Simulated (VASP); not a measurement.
A run of VASP 6.6.1:

The input INCAR:

```
SYSTEM = H19NO8
PREC = Accurate
ENCUT = 520
EDIFF = 1E-6
ISMEAR = -1
SIGMA = 0.02
LREAL = Auto
LASPH = .True.
NELM = 60
ALGO = Fast
ISIF = 2
LWAVE = .False.
LCHARG = .False.
GGA = PE
IVDW = 12
NBANDS = 56
```

The input KPOINTS:

```
Automatic mesh
0
Gamma
  1 1 1
  0 0 0
```

File POSCAR:

```
H19NO8
1.0
    6.0659390000      0.0000000000      0.0000000000
    0.0000000000      6.0659390000      0.0000000000
    0.0000000000      0.0000000000      6.0659390000
O H N
8 19 1
Direct
    0.1052598781      0.1633547584      0.0819164189
    0.9713747534      0.6368016559      0.7972549675
    0.5969067608      0.3990973203      0.8376279419
    0.6356147004      0.3433928366      0.2829570162
    0.9263528697      0.7130635504      0.3113120656
    0.6996773294      0.9919156787      0.5554127729
    0.2287197415     -0.1223883062      0.5410044512
    0.2475956319      0.3612301410      0.4933613741
    0.2301539795      0.0582432497      0.0474782223
   -0.0278439991      0.0985337967      0.0302508812
    1.0605447895      0.7608879680      0.7293182473
    1.0908616127      0.5295800040      0.7826158489
    0.7010126544      0.5084620864      0.7819894002
    0.6622717439      0.2639162708      0.7761535353
    0.7394733116      0.4162422339      0.3840790354
    0.6683548911      0.3550975372      0.1227015306
    1.0479169012      0.7978814162      0.3622852126
    0.9328976107      0.6976990702      0.1547328452
    0.6927039655      1.1140072460      0.4437730086
    0.7629651403      0.8803418564      0.4595990827
    0.3860902657     -0.1456823090      0.5780308704
    0.1936221251      0.0351470729      0.5540115059
    0.1306475387      0.4150387928      0.3883982348
    0.3892389950      0.4020811947      0.4253257410
    0.4960649950      0.9057954589      0.1562330251
    0.3985038425      0.6755590519      0.0494894525
    0.5852185457      0.7947162014     -0.0895821735
    0.4572746281      0.8333087425      0.0012364120
```

Potentials or basis: VASP PAW PBE potentials, release 64 (O, H, N).

The run is started by

```bash
$ cat potpaw_PBE.64/O/POTCAR potpaw_PBE.64/H/POTCAR potpaw_PBE.64/N/POTCAR > POTCAR
$ mpirun -np 1 vasp_gam > vasp.out
```

Hardware: 1 thread of Intel(R) Xeon(R) Platinum 8375C CPU @ 2.90GHz (Ice Lake), on a shared host.

Q: Estimate the wall time of this run.

A: Wall time 28 s on 1 thread of Intel(R) Xeon(R) Platinum 8375C CPU @ 2.90GHz (Ice Lake), on a shared host, peak memory 0.34 GiB. Counts: scf iterations 16, k points 1.
